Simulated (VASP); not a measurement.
# BiTe (R-3m) in VASP: a series of runs

The runs below take BiTe through single point, with PBE.

Program: VASP 6.6.1. These are calculated values, not measurements. Logs are shortened: lines on timing, memory, paths and dates and some standing lists are left out, and cuts for length are marked.

## Step 1: Starting point

It takes space group R-3m (No. 166, trigonal). The conventional cell has a = 4.845 Å, b = 4.845 Å, c = 9.952 Å, α = 90.00°, β = 90.00°, γ = 120.00°. Bi (site symmetry -3m) has 6 Te at 3.25 Å as nearest neighbours. Te (site symmetry -3m) is surrounded by 6 Bi at 3.25 Å.

The cell comes from a database or a generator and needn't be the stable form of this composition.

## Step 2: Single point, PBE

The input, INCAR:

```
PREC = Accurate
ENCUT = 550
EDIFF = 1E-7
ISMEAR = 0
SIGMA = 0.05
LREAL = F
LASPH = T
NELM = 100
ALGO = Normal
ISIF = 2
LWAVE = F
LCHARG = F
GGA = PE
NBANDS = 18
ADDGRID = F
```

The input, KPOINTS:

```
Automatic mesh
0
Gamma
  9 9 9
```

The input, POSCAR:

```
BiTe
1.0
    2.4227077728      1.3987509848      3.3172919545
   -2.4227077728      1.3987509848      3.3172919545
    0.0000000000     -2.7975019696      3.3172919545
Bi Te
1 1
Direct
    0.5120250000      0.5038480000      0.5048510000
   -0.0040940000     -0.0152210000     -0.0035880000
```

Potentials or basis: VASP PAW PBE potentials, release 64 (Bi_d, Te).

Started as:

```bash
$ cat potpaw_PBE.64/Bi_d/POTCAR potpaw_PBE.64/Te/POTCAR > POTCAR
$ mpirun -np 1 vasp_std > vasp.out
```

OUTCAR:

```text
PREC = Accurate
   ENCUT = 550
   EDIFF = 1E-7
   ISMEAR = 0
   LREAL = F
   LASPH = T
   NELM = 100
   ISIF = 2
   GGA = PE

 Found    365 irreducible k-points:

 Following reciprocal coordinates:
            Coordinates               Weight
  0.000000  0.000000  0.000000      1.000000
  0.111111 -0.000000  0.000000      2.000000
 -0.000000  0.111111  0.000000      2.000000
  0.000000  0.000000  0.111111      2.000000
  0.222222 -0.000000  0.000000      2.000000
 -0.000000  0.222222  0.000000      2.000000
   k-points           NKPTS =    365   k-points in BZ     NKDIM =    365   number of bands    NBANDS=     18
   number of dos      NEDOS =    301   number of ions     NIONS =      2
   total plane-waves  NPLWV =  46656
   dimension x,y,z NGX =    36 NGY =   36 NGZ =   36
   dimension x,y,z NGXF=    72 NGYF=   72 NGZF=   72
   ions per type =               1   1
   NGX,Y,Z   is equivalent  to a cutoff of  13.79, 13.79, 13.79 a.u.
   NGXF,Y,Z  is equivalent  to a cutoff of  27.58, 27.58, 27.58 a.u.
 SYSTEM =  unknown system
   PREC   = accura    normal or accurate (medium, high low for compatibility)
   ISTART =      0    job   : 0-new  1-cont  2-samecut
   ICHARG =      2    charge: 1-file 2-atom 10-const
   ISPIN  =      1    spin polarized calculation?
   LNONCOLLINEAR =      F non collinear calculations
   LSORBIT =      F    spin-orbit coupling
   LASPH  =      T    aspherical Exc in radial PAW
   ENCUT  =  550.0 eV  40.42 Ry    6.36 a.u.   8.30  8.30  8.30*2*pi/ulx,y,z
   NELM   =    100;   NELMIN=  2; NELMDL= -5     # of ELM steps
   EDIFF  = 0.1E-06   stopping-criterion for ELM
[... 30 lines left out ...]
 non-spin polarized calculation
 Gauss-broadening in eV      SIGMA  =   0.05
  energy-cutoff  :      550.00
  volume of cell :       67.45
 maximum number of plane-waves:      2002
 NGX is ok and might be reduce to    36
   NGX = 17   NGY = 17   NGZ = 17

 number of electron      21.0000000 magnetization

 Free energy of the ion-electron system (eV)
  ---------------------------------------------------
  ext. energy  EPLUGINS =         0.00000000
  ---------------------------------------------------
  free energy    TOTEN  =        -7.17025488 eV

  energy without entropy =       -7.16822521  energy(sigma->0) =       -7.16924004

 E-fermi :   6.6592     XC(G=0):  -9.4745

 val. band max:        6.6581201907   @ k =  -0.1111  -0.3333   0.2222
 cond. band min:       6.6607403658   @ k =  -0.4444   0.1111   0.1111
 fundamental gap:      0.0026201752
 Fermi energy:         6.6591765253

 k-point     1 :       0.0000    0.0000    0.0000
  band No.  band energies     occupation
      1     -16.5536      2.00000
      2     -16.5535      2.00000
      3     -16.5428      2.00000
      4     -16.5402      2.00000
      5     -16.5273      2.00000
      6      -6.8241      2.00000
[... 10 lines left out ...]
     17      13.3364      0.00000
     18      13.5674      0.00000

 k-point     2 :       0.1111   -0.0000    0.0000
  band No.  band energies     occupation
      1     -16.5535      2.00000
      2     -16.5533      2.00000
      3     -16.5429      2.00000
      4     -16.5398      2.00000
      5     -16.5271      2.00000
      6      -6.7190      2.00000
[... 10 lines left out ...]
     17      13.5700      0.00000
     18      14.0373      0.00000

 k-point     3 :      -0.0000    0.1111    0.0000
  band No.  band energies     occupation
      1     -16.5535      2.00000
      2     -16.5533      2.00000
      3     -16.5432      2.00000
      4     -16.5395      2.00000
      5     -16.5271      2.00000
      6      -6.7192      2.00000
[... 10 lines left out ...]
     17      13.5717      0.00000
     18      14.0403      0.00000

 k-point     4 :       0.0000    0.0000    0.1111
  band No.  band energies     occupation
      1     -16.5535      2.00000
      2     -16.5533      2.00000
      3     -16.5419      2.00000
      4     -16.5408      2.00000
      5     -16.5271      2.00000
      6      -6.7188      2.00000
[... 10 lines left out ...]
     17      13.5666      0.00000
     18      14.0300      0.00000

 k-point     5 :       0.2222   -0.0000    0.0000
  band No.  band energies     occupation
      1     -16.5536      2.00000
      2     -16.5527      2.00000
      3     -16.5440      2.00000
      4     -16.5381      2.00000
      5     -16.5263      2.00000
      6      -6.4069      2.00000
[... 10 lines left out ...]
     17      14.8146      0.00000
     18      15.3286      0.00000

 k-point     6 :      -0.0000    0.2222    0.0000
  band No.  band energies     occupation
      1     -16.5535      2.00000
      2     -16.5528      2.00000
      3     -16.5443      2.00000
      4     -16.5377      2.00000
      5     -16.5263      2.00000
      6      -6.4076      2.00000
[... 10 lines left out ...]
     17      14.8178      0.00000
     18      15.3338      0.00000

 [... further k-points ...]
[... 5 lines left out ...]
  --------------------------------------------------------------------------------------
  -------------------------------------------------------------------------------------
  Total        0.0298112      0.0913900      0.0731563      0.0054514      0.0002831      0.0011831
  in kB        0.7081319      2.1708659      1.7377446      0.1294928      0.0067249      0.0281022
  external PRESSURE =       1.5389141 kB  Pullay stress =       0.0000000 kB

 VOLUME and BASIS-vectors are now :
 -----------------------------------------------------------------------------
  energy-cutoff  :      550.00
  volume of cell :       67.45
      direct lattice vectors                 reciprocal lattice vectors
     2.422707773  1.398750985  3.317291954     0.206380648  0.119153923  0.100483568
    -2.422707773  1.398750985  3.317291954    -0.206380648  0.119153923  0.100483568
     0.000000000 -2.797501970  3.317291954     0.000000000 -0.238307845  0.100483568

 POSITION                                       TOTAL-FORCE (eV/Angst)
 -----------------------------------------------------------------------------------
      0.01981      0.00863      5.04469         0.015429     -0.054999     -0.154071
      0.02696     -0.01698      9.87590        -0.015429      0.054999      0.154071
 -----------------------------------------------------------------------------------
    total drift:                                0.000233      0.000149     -0.000385

  FREE ENERGIE OF THE ION-ELECTRON SYSTEM (eV)
  ---------------------------------------------------
  free  energy   TOTEN  =        -7.1702548767 eV

  energy  without entropy=       -7.1682252063  energy(sigma->0) =       -7.16924004
```

Run time: 5.6 min. Hardware: 1 thread of Intel Xeon 6975P-C (Granite Rapids), shared host; peak memory 0.58 GiB.

The run converged, but some of its settings lie outside the range that counts as converged, so its numbers aren't taken as properties of the crystal.

Results:

```yaml
Free_energy: -7.1703 eV
Pressure: 0.2 GPa
Largest_force: 0.164 eV/Å
Band_gap_on_the_k_mesh: none (metal or under the smearing width)
```

Caveat: spin-orbit coupling is left out, which moves the levels of the heavy elements.

## Step 3: Single point, PBE

INCAR is that of step 2.

The input, KPOINTS:

```
Automatic mesh
0
Gamma
  10 10 10
```

The input, POSCAR:

```
BiTe
1.0
    2.4227077728      1.3987509848      3.3172919545
   -2.4227077728      1.3987509848      3.3172919545
    0.0000000000     -2.7975019696      3.3172919545
Bi Te
1 1
Direct
    0.5000000000      0.5000000000      0.5000000000
    0.0000000000      0.0000000000      0.0000000000
```

Potentials or basis: VASP PAW PBE potentials, release 64 (Bi_d, Te).

Started as:

```bash
$ cat potpaw_PBE.64/Bi_d/POTCAR potpaw_PBE.64/Te/POTCAR > POTCAR
$ mpirun -np 1 vasp_std > vasp.out
```

Wall time 1.9 min (1 thread of Intel Xeon 6975P-C (Granite Rapids), shared host); peak memory 0.31 GiB.

These settings aren't checked as converged: the numbers below hold their error.

Results:

| Item | Value |
| --- | --- |
| Free energy | -7.1825 eV |
| Pressure | -0.1 GPa |
| Band gap on the k mesh | none (metal or under the smearing width) |

Caveat: spin-orbit coupling is left out, which moves the levels of the heavy elements.

## Step 4: Single point, PBE

INCAR is that of step 3.

KPOINTS is that of step 3.

The input, POSCAR:

```
BiTe
1.0
    2.4227077728      1.3987509848      3.3172919545
   -2.4227077728      1.3987509848      3.3172919545
    0.0000000000     -2.7975019696      3.3172919545
Bi Te
1 1
Direct
    0.5120250000      0.5038480000      0.5048510000
   -0.0040940000     -0.0152210000     -0.0035880000
```

Started as:

```bash
$ cat potpaw_PBE.64/Bi_d/POTCAR potpaw_PBE.64/Te/POTCAR > POTCAR
$ mpirun -np 1 vasp_std > vasp.out
```

Wall time 4.4 min (1 thread of Intel Xeon 6975P-C (Granite Rapids), shared host); peak memory 0.73 GiB.

The run converged, but some of its settings lie outside the range that counts as converged, so its numbers aren't taken as properties of the crystal.

Results:

```
Free energy            : -7.1712 eV
Pressure               : 0.1 GPa
Largest force          : 0.182 eV/Å
Band gap on the k mesh : none (metal or under the smearing width)
```

Caveat: spin-orbit coupling is left out, which moves the levels of the heavy elements.

## Step 5: For comparison

An earlier run on the cell as given: functional PBE; potentials or basis VASP PAW PBE potentials, release 64 (Bi_d, Te); cutoff 520 eV; k mesh 7 × 7 × 7; occupations fermi-dirac, width 0.05 eV; no spin polarisation.

* Pressure: 0.1 GPa
* Band gap on the k mesh: none (metal or under the smearing width)
